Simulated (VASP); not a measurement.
## VASP 6.6.1, r²SCAN single-point calculation, BN (strained rocksalt)

INCAR

```
ALGO = Normal
LREAL = .FALSE.
EDIFF = 1E-7
SIGMA = 0.01
PREC = Accurate
NBANDS = 11
METAGGA = R2SCAN
ENCUT = 520
ISIF = 2
LASPH = .TRUE.
IBRION = -1
ISMEAR = 0
LCHARG = .FALSE.
NELM = 120
LWAVE = .FALSE.
NSW = 0
```

KPOINTS

```
KPOINTS created by Atomic Simulation Environment
0
Gamma
12 12 12
0 0 0
```

KPOINTS_OPT

```
special points
8
Reciprocal
0.0000000000 0.0000000000 0.0000000000 1
0.5000000000 0.0000000000 0.5000000000 1
0.6250000000 0.2500000000 0.6250000000 1
0.3750000000 0.3750000000 0.7500000000 1
0.5000000000 0.5000000000 0.5000000000 1
0.5000000000 0.2500000000 0.7500000000 1
0.0000000000 0.1666670000 -0.1666670000 1
0.0000000000 0.5000000000 0.5000000000 1
```

POSCAR

```
B  N
 1.0000000000000000
     0.0000000000000000    1.7283676755999999    1.7283676755999999
     1.7283676755999999    0.0000000000000000    1.7283676755999999
     1.7283676755999999    1.7283676755999999    0.0000000000000000
 B   N
   1   1
Cartesian
  0.0000000000000000  0.0000000000000000  0.0000000000000000
  1.7283676755999999  1.7283676755999999  1.7283676755999999
```

VASP ran with the recommended PBE PAW datasets (8 valence electrons in the cell).

Command

```
mpirun -np 1 vasp_std
```

OSZICAR

```
N       E                     dE             d eps       ncg     rms          rms(c)
DAV:   1     0.950657910621E+01    0.95066E+01   -0.50325E+03  1624   0.744E+02
DAV:   2    -0.181248374028E+02   -0.27631E+02   -0.26416E+02  1891   0.166E+02
DAV:   3    -0.186519871715E+02   -0.52715E+00   -0.52607E+00  1890   0.190E+01
DAV:   4    -0.186524891336E+02   -0.50196E-03   -0.50195E-03  1734   0.653E-01
DAV:   5    -0.186524893771E+02   -0.24354E-06   -0.24353E-06  1869   0.149E-02    0.632E+00
DAV:   6    -0.153484502835E+02    0.33040E+01   -0.26226E+00  1638   0.869E+00    0.287E+00
DAV:   7    -0.153961462331E+02   -0.47696E-01   -0.26112E-01  1770   0.363E+00    0.163E+00
DAV:   8    -0.154163147546E+02   -0.20169E-01   -0.28963E-02  1737   0.121E+00    0.298E-01
DAV:   9    -0.154153411873E+02    0.97357E-03   -0.71592E-03  1767   0.467E-01    0.682E-02
DAV:  10    -0.154153674505E+02   -0.26263E-04   -0.14337E-04  1734   0.122E-01    0.415E-02
DAV:  11    -0.154153734141E+02   -0.59636E-05   -0.12353E-04  1716   0.717E-02    0.178E-03
DAV:  12    -0.154153739647E+02   -0.55063E-06   -0.26868E-06  1806   0.161E-02    0.282E-03
DAV:  13    -0.154153741153E+02   -0.15053E-06   -0.12346E-07  1716   0.382E-03    0.861E-04
DAV:  14    -0.154153741394E+02   -0.24150E-07   -0.31846E-09   864   0.563E-04
   1 F= -.15415374E+02 E0= -.15415374E+02  d E =-.611475E-39
       N       E                     dE             ncg
DAV:   1     0.128546347377E+04   -0.26205E+04      176
DAV:   2     0.105459632101E+04   -0.23087E+03      211
DAV:   3     0.105078937404E+04   -0.38069E+01      215
DAV:   4     0.105078692324E+04   -0.24508E-02      194
DAV:   5     0.105078692223E+04   -0.10083E-05      203
DAV:   6     0.105078692223E+04   -0.81263E-09      194
```

From OUTCAR

```
k-points           NKPTS =     72   k-points in BZ     NKDIM =     72   number of bands    NBANDS=     11

   NELECT =       8.0000    total number of electrons

   dimension x,y,z NGX =    18 NGY =   18 NGZ =   18
   dimension x,y,z NGXF=    36 NGYF=   36 NGZF=   36

  energy-cutoff  :      520.00
  volume of cell :       10.33
      direct lattice vectors                 reciprocal lattice vectors
     0.000000000  1.728367676  1.728367676    -0.289290298  0.289290298  0.289290298
     1.728367676  0.000000000  1.728367676     0.289290298 -0.289290298  0.289290298
     1.728367676  1.728367676  0.000000000     0.289290298  0.289290298 -0.289290298

 k-points in reciprocal lattice and weights: KPOINTS created by Atomic Simulation Env
   0.00000000  0.00000000  0.00000000       0.001
   0.08333333  0.00000000  0.00000000       0.005
   0.16666667  0.00000000  0.00000000       0.005
   0.25000000  0.00000000  0.00000000       0.005
   0.33333333  0.00000000  0.00000000       0.005
   0.41666667  0.00000000  0.00000000       0.005
   0.50000000  0.00000000  0.00000000       0.002
   0.08333333  0.08333333  0.00000000       0.003
   ...

 E-fermi :  10.9027

 k-point     1 :       0.0000    0.0000    0.0000
  band No.  band energies     occupation
      1     -13.3372      2.00000
      2       9.8717      2.00000
      3       9.8717      2.00000
      4       9.8717      2.00000
      5      21.3075      0.00000
      6      24.2950      0.00000
      7      24.2950      0.00000
      8      24.2950      0.00000
      9      30.3703      0.00000
     10      30.3703      0.00000
     11      30.3703      0.00000

 k-point     2 :       0.0833    0.0000    0.0000
  band No.  band energies     occupation
      1     -13.1286      2.00000
      2       8.9676      2.00000
      3       9.8509      2.00000
      4       9.8509      2.00000
      5      21.5415      0.00000
      6      23.5194      0.00000
      7      23.5194      0.00000
      8      24.1206      0.00000
      9      29.9262      0.00000
     10      30.9103      0.00000
     11      30.9103      0.00000

 k-point     3 :       0.1667    0.0000    0.0000
  band No.  band energies     occupation
      1     -12.5082      2.00000
      2       6.7215      2.00000
      3       9.8135      2.00000
      4       9.8135      2.00000
      5      21.4065      0.00000
      6      21.7749      0.00000
      7      21.7749      0.00000
      8      24.2798      0.00000
      9      29.8411      0.00000
     10      32.4282      0.00000
     11      32.4282      0.00000

 k-point     4 :       0.2500    0.0000    0.0000
  band No.  band energies     occupation
      1     -11.4966      2.00000
      2       3.8909      2.00000
      3       9.8115      2.00000
      4       9.8115      2.00000
      5      19.8568      0.00000
      6      19.8568      0.00000
      7      20.5713      0.00000
      8      25.0079      0.00000
      9      30.7218      0.00000
     10      34.7955      0.00000
     11      34.7955      0.00000

 k-point     5 :       0.3333    0.0000    0.0000
  band No.  band energies     occupation
      1     -10.1505      2.00000
      2       1.0103      2.00000
      3       9.8791      2.00000
      4       9.8791      2.00000
      5      18.2046      0.00000
      6      18.2046      0.00000
      7      19.7548      0.00000
      8      25.6192      0.00000
      9      32.3914      0.00000
     10      37.8996      0.00000
     11      37.8996      0.00000

 k-point     6 :       0.4167    0.0000    0.0000
  band No.  band energies     occupation
      1      -8.6628      2.00000
      2      -1.4758      2.00000
      3       9.9865      2.00000
      4       9.9865      2.00000
      5      17.0765      0.00000
      6      17.0765      0.00000
      7      19.2249      0.00000
      8      25.9604      0.00000
      9      34.3901      0.00000
     10      41.5869      0.00000
     11      41.5869      0.00000

 k-point     7 :       0.5000    0.0000    0.0000
  band No.  band energies     occupation
      1      -7.8173      2.00000
      2      -2.6658      2.00000
      3      10.0416      2.00000
      4      10.0416      2.00000
      5      16.6705      0.00000
      6      16.6705      0.00000
      7      19.0442      0.00000
      8      26.0664      0.00000
      9      35.5442      0.00000
     10      41.5754      0.00000
     11      44.8478      0.00000

 k-point     8 :       0.0833    0.0833    0.0000
  band No.  band energies     occupation
      1     -13.0587      2.00000
      2       9.3894      2.00000
      3       9.3894      2.00000
      4       9.5514      2.00000
      5      21.6315      0.00000
      6      22.3759      0.00000
      7      24.2710      0.00000
      8      24.2710      0.00000
      9      28.5874      0.00000
     10      31.7761      0.00000
     11      31.7761      0.00000

 k-point     9 :       0.1667    0.0833    0.0000
  band No.  band energies     occupation
      1     -12.5745      2.00000
      2       7.6086      2.00000
      3       8.9775      2.00000
      4       9.8226      2.00000
      5      20.2629      0.00000
      6      22.1663      0.00000
      7      23.6108      0.00000
      8      24.2661      0.00000
      9      27.9435      0.00000
     10      33.1045      0.00000
     11      33.4888      0.00000

 k-point    10 :       0.2500    0.0833    0.0000
  band No.  band energies     occupation
      1     -11.6902      2.00000
      2       4.9551      2.00000
      3       8.7165      2.00000
      4       9.9503      2.00000
      5      18.4777      0.00000
      6      21.5628      0.00000
      7      22.0851      0.00000
      8      24.8885      0.00000
      9      28.6249      0.00000
     10      34.7907      0.00000
     11      35.9086      0.00000

 k-point    11 :       0.3333    0.0833    0.0000
  band No.  band energies     occupation
      1     -10.4460      2.00000
      2       2.0797      2.00000
      3       8.6784      2.00000
      4       9.8314      2.00000
      5      17.1383      0.00000
      6      20.3636      0.00000
      7      20.7229      0.00000
      8      25.6681      0.00000
      9      30.2638      0.00000
     10      37.0945      0.00000
     11      38.9847      0.00000

 k-point    12 :       0.4167    0.0833    0.0000
  band No.  band energies     occupation
      1      -8.9665      2.00000
      2      -0.5760      2.00000
      3       8.8927      2.00000
      4       9.4661      2.00000
      5      16.4741      0.00000
      6      18.8226      0.00000
      7      20.1359      0.00000
      8      26.1584      0.00000
      9      32.5636      0.00000
     10      39.7214      0.00000
     11      42.5872      0.00000

 k-point    13 :       0.5000    0.0833    0.0000
  band No.  band energies     occupation
      1      -7.7529      2.00000
      2      -2.3506      2.00000
      3       8.9528      2.00000
      4       9.3317      2.00000
      5      16.5188      0.00000
      6      17.6676      0.00000
      7      19.9093      0.00000
      8      26.3589      0.00000
      9      34.8087      0.00000
     10      39.9924      0.00000
     11      44.5097      0.00000

 k-point    14 :      -0.4167    0.0833    0.0000
  band No.  band energies     occupation
      1      -8.0599      2.00000
      2      -1.9273      2.00000
      3       8.4673      2.00000
      4       9.8857      2.00000
      5      17.0657      0.00000
      6      17.1484      0.00000
      7      20.0741      0.00000
      8      26.3060      0.00000
      9      34.6651      0.00000
     10      40.5471      0.00000
     11      41.2591      0.00000

 k-point    15 :      -0.3333    0.0833    0.0000
  band No.  band energies     occupation
      1      -9.4727      2.00000
      2       0.2666      2.00000
      3       8.1557      2.00000
      4      10.3596      2.00000
      5      17.1945      0.00000
      6      18.1937      0.00000
      7      20.6431      0.00000
      8      25.9822      0.00000
      9      32.6025      0.00000
     10      37.5723      0.00000
     11      41.4339      0.00000

 k-point    16 :      -0.2500    0.0833    0.0000
  band No.  band energies     occupation
      1     -10.8985      2.00000
      2       3.0455      2.00000
      3       8.0902      2.00000
      4      10.5778      2.00000
      5      18.1445      0.00000
      6      19.4821      0.00000
      7      21.5868      0.00000
      8      25.3308      0.00000
      9      30.7093      0.00000
     10      34.5393      0.00000
     11      38.5147      0.00000

 ...

  Total        0.8566850      0.8566850      0.8566850     -0.0000000     -0.0000000      0.0000000
  in kB      132.9209185    132.9209185    132.9209185     -0.0000000     -0.0000000      0.0000000
  external PRESSURE =     132.9209185 kB  Pullay stress =       0.0000000 kB

 POSITION                                       TOTAL-FORCE (eV/Angst)
 -----------------------------------------------------------------------------------
      0.00000      0.00000      0.00000         0.000000     -0.000000      0.000000
      1.72837      1.72837      1.72837        -0.000000      0.000000     -0.000000
 -----------------------------------------------------------------------------------
    total drift:                               -0.000000     -0.000000     -0.000000

  FREE ENERGIE OF THE ION-ELECTRON SYSTEM (eV)
  ---------------------------------------------------
  free  energy   TOTEN  =       -15.4153741394 eV

  energy  without entropy=      -15.4153741394  energy(sigma->0) =      -15.41537414
```

```yaml
gap_between_bands_v_and_c: 1.57 eV
least_direct_gap: 6.63 eV
pressure: 13.3 GPa
```

Band v is the last that the valence electrons fill when counted band by band, and c is the next.

The run took about 26 s on one core of a shared host (Intel Xeon Platinum 8488C) and held 0.13 GiB at most.
